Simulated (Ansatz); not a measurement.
Crystal: HfO2.

```
Hf O
1.0
     5.21946    0.00000    0.00000
     0.00000    5.00476    0.00000
     0.00000    0.00000    5.03269
Hf O
4 8
Direct
  0.96699 0.73252 0.74144
  0.53301 0.73252 0.24144
  0.46699 0.26748 0.74144
  0.03301 0.26748 0.24144
  0.63213 0.92865 0.87927
  0.86787 0.92865 0.37927
  0.23395 0.53988 0.49229
  0.26605 0.53988 0.99229
  0.76605 0.46012 0.99229
  0.73395 0.46012 0.49229
  0.13213 0.07135 0.87927
  0.36787 0.07135 0.37927
```

Measurements of this composition are mostly on another form, of space group No. 14.

Base run:

```yaml
Program: Ansatz 0.2.0
Functional: r2SCAN
Potentials_or_basis: Ansatz PAW
Cutoff: "500 eV (not typed: the program's choice for these potentials)"
k_mesh: 5 × 6 × 5
Occupations: fermi-dirac, width 0.05 eV
Spin: no spin polarisation
```

Its results: band gap on the k mesh 5.00 eV, indirect (least direct gap 5.21 eV); pressure 4.0 GPa; largest force 0.066 eV/Å.

Task: After a change of settings the same cell gave: band gap on the k mesh 4.52 eV, indirect (least direct gap 4.70 eV); pressure 16.5 GPa; largest force 0.156 eV/Å. Which change was it?
A. functional from r2SCAN to PBE; cutoff from 500 eV (not typed: the program's choice for these potentials) to 420 eV (not typed: the program's choice for these potentials); occupations from fermi-dirac, width 0.05 eV to gaussian, width 0.011 eV
B. functional from r2SCAN to RPBE; cutoff from 500 eV (not typed: the program's choice for these potentials) to 420 eV (not typed: the program's choice for these potentials)
C. functional from r2SCAN to BLYP; cutoff from 500 eV (not typed: the program's choice for these potentials) to 420 eV (not typed: the program's choice for these potentials)
D. functional from r2SCAN to PBE; cutoff from 500 eV (not typed: the program's choice for these potentials) to 420 eV (not typed: the program's choice for these potentials)

Result: C.

r2SCAN gives the wider gap, since meta-GGAs in the generalised Kohn-Sham scheme recover part of the derivative discontinuity.

Caveats: spin-orbit coupling is left out, which moves the levels of the heavy elements; the PAW data sets come from PBE, with cores solved anew for the run's functional, which leaves a small shift of forces and pressure; so large a pressure means that the cell lies far from this level's equilibrium, or that cutoff or potentials fall short (some runs).
